# Why iridium resists squeezing more than stretching

If a crystal behaved like a spring of constant stiffness, doubling its change of volume would multiply the stored energy by four. Iridium misses that factor in opposite directions on the two sides of its rest volume. Going from 3 % to 6 % compression multiplies the energy by 67.9/15.9, or about 4.3, while the same step in expansion multiplies it by 53.8/14.3, or about 3.8. The spring therefore stiffens as the crystal is squeezed and softens as it is stretched.

Fcc iridium, computed with Ansatz 0.2.0 (plane-wave PAW, r2SCAN, scalar-relativistic, no spin polarisation) for the relaxed cell and four cells scaled from it. Cutoff 500 eV, k mesh 18×18×18, Gaussian smearing of 0.1 eV. Energies are extrapolated to zero smearing and count from the minimum of a third-order Birch-Murnaghan fit; pressures come from the computed stress.

```tsv
volume per atom (Å³/atom)	energy over minimum (meV/atom)	pressure (GPa)
13.350	67.9	27.30
13.776	15.9	12.42
14.202	0.0	0.00
14.628	14.3	-10.35
15.054	53.8	-18.97
```

The column "energy over minimum" gives the cost of holding the crystal at a volume other than its best one. "Pressure" is what the surroundings must apply to hold it there. A negative value means that they must pull outwards equally in all directions. Only the middle row comes from a relaxation; the other four are single calculations on scaled cells. This does no harm, since fcc symmetry leaves no shape or atomic position to adjust at a fixed volume. Both columns run smoothly through the five volumes, so the thing to explain is the lopsided shape of the whole curve.

## How the stiffness changes

The bulk modulus measures stiffness against a change of volume: it is the pressure needed per relative decrease in volume. It can be read from neighbouring rows by dividing the change of pressure by the change of volume and multiplying by the volume halfway between. Between the two smallest volumes this gives 474 GPa, and between the two largest 300 GPa. More than a third of the stiffness is lost across the table.

The loss is gradual. The volumes are equally spaced, and each step in pressure is about five sixths of the step before it. There is no sudden drop of the kind that a change of electronic state might leave. A change of crystal structure was not open to these runs, which keep the fcc arrangement throughout. The same metallic state softens all the way from compression to tension.

The changes in distance behind this are small. A 6 % compression moves neighbouring atoms from 2.72 Å to 2.66 Å apart, a shortening of only 2 %, because volume goes as the cube of distance. Forces between atoms depend steeply on distance, so even this small approach changes the stiffness noticeably.

## What pulls and what pushes

The strong pull between iridium atoms comes mainly from their 5d electrons. In the solid, the d orbitals of neighbouring atoms overlap and their levels spread into a band. States near the bottom of the band are bonding and lie below the level of the separate orbitals; states near the top are antibonding and lie above it. Iridium fills the band only partly and leaves many of the antibonding states empty, so a broader band lowers the total energy of the electrons in it.

Squeezing the crystal increases the overlap and broadens the band. The same calculations show signs of this. The energy range shared by two neighbouring bands, picked by the number of electrons, grows from 3.7 eV at the largest volume to 4.6 eV at the smallest. That is a rise of about 22 %, for a shortening of the neighbour distance by only about 4 %.

A second sign comes from the electrons close to the Fermi level, the energy up to which states are filled. The calculation spreads the occupation of states slightly around this level, and the entropy term that results depends on how many states lie there. It falls by 23 % from the largest to the smallest volume. This is what broadening should do, since it spreads the same number of states over a wider range of energy.

Here lies the point that is easily missed. By this argument the d bonding grows stronger when the crystal is squeezed, yet the total energy rises below the rest volume. Something else must rise faster than the bonding gains. Standard bonding theory names it: electrons confined to a smaller space have more kinetic energy. In a metal like iridium this is expected to matter most for the outer s and p electrons, which are pressed against the filled inner shells of the atoms, where the Pauli principle makes their presence costly.

At the rest volume the pull and the push balance. They can't fade at the same rate, however. The balance is stable only if the push is the steeper of the two and dies away faster with distance; otherwise a slight squeeze would make the crystal collapse further. On compression it soon outgrows the pull, and the resistance climbs. On expansion it fades quickly, leaving a pull that is itself weakening, so each further bit of stretching needs less additional tension.

The calculation gives only the total energy, not separate amounts for pull and push. The table establishes the softening, and the band data support the broadening. The division into a slowly fading attraction and a steep repulsion is an argument from theory, and these numbers don't measure the share of each.

## From pressures to energies

The size of the asymmetry can be estimated from two quantities. One is B, the bulk modulus at the rest volume V₀. The other is B′, the amount by which the modulus rises for each unit of added pressure. With x for the relative change of volume, negative on compression, expanding the energy about its minimum gives

E ≈ ½ B V₀ x² [1 − (B′ + 1)x/3].

The factor before the bracket is the constant spring, which costs the same in both directions. The term with x inside the bracket is the first correction for a changing stiffness. It raises the cost of compression and lowers that of expansion. A constant spring in this sense has a pressure that follows the volume in a straight line.

Both quantities follow from the three middle pressures. The rows at 3 % compression and 3 % expansion give B = 14.202 × (12.42 + 10.35)/(14.628 − 13.776), or about 380 GPa. For B′, the modulus between the rest volume and 3 % compression is compared with that between the rest volume and 3 % expansion. Dividing the difference of the two moduli by the difference of their mean pressures gives 5.06.

Now take the row at 6 % compression, whose pressure and energy played no part in finding B or B′. The constant spring gives ½ × 380 × 14.2 × 0.06², about 9.7 GPa Å³, which is 60.5 meV per atom. The bracket is 1 + 6.06 × 0.06/3, or 1.12. Their product is 67.9 meV, the same as the table's value.

For 6 % expansion the bracket is 0.88 and the estimate is 53.2 meV, about 1 % below the computed 53.8 meV. The better match on compression shouldn't be read as greater accuracy there. The pressures belong to an energy that includes the slight spreading of the occupations, whereas the tabulated energies have that effect removed. The difference is about 0.3 meV at either end and has opposite signs, so it hides the error on one side and adds to it on the other.

Since pressures and energies come from the same calculations, their agreement is a check of consistency and not a test against real iridium. What the estimate does show is that one number, B′, accounts for nearly all of the lopsidedness. Why B′ is positive has to come from the theory of the bonding. The argument above accounts for its sign but doesn't predict its size.

## Why the pressure looks more lopsided

At 6 % the compressed crystal stores 1.26 times the energy of the expanded one, but its pressure is 1.44 times as large in magnitude. The two ratios describe the same softening in different ways. Pressure reports the resistance at the volume reached. Energy adds up the resistance along the whole path from the rest volume, including the early part where squeezing and stretching are still nearly equivalent.

The path matters at smaller changes of volume too. At 3 % the energy ratio is 1.11 and the pressure ratio 1.20. Both lie closer to one than at 6 %, because the correction grows in proportion to the change of volume. Close enough to the minimum, iridium would look like an ordinary symmetric spring.

## What to do with this

A single bulk modulus is good for small changes of volume. For larger ones, B′ gives a quick correction: a 1 % decrease in volume raises the modulus by roughly B′ per cent, here about 5 %. The same rule lowers the modulus when the volume grows. For another metal, the product of B and V₀ sets the height of the energy curve per atom and B′ its lopsidedness, so a metal with a smaller product and a similar B′ should have a lower curve of much the same shape.

When a modulus is to be drawn from a few computed energies, compressed and expanded volumes should be used in pairs. If the constant-spring formula is applied to the 6 % compression alone, the modulus comes out about 12 % too high; the expansion alone makes it about 11 % too low. Averaging the two energies removes most of the error, because the leading correction has opposite signs. At 3 % the same pairing works, with errors on each side about half as large.

The tension rows need care in engineering use. They describe a perfect crystal in which every atom moves apart from its neighbours in the same way, with no room for a void or a crack to form. A pressure of −19 GPa is therefore a point on the elastic curve and not a strength that a piece of iridium could be designed to carry.

The absolute modulus deserves more caution than the direction of the trend. Spin-orbit coupling, which can matter in an element as heavy as iridium, is absent, and its effect on the stiffness hasn't been tested here. The calculation also leaves out the motion of the atoms. Heat normally expands such a metal, and by the mechanism described above a larger volume means a softer crystal, so a modulus for use at high temperature should not be taken unchanged from the rest volume of this table.
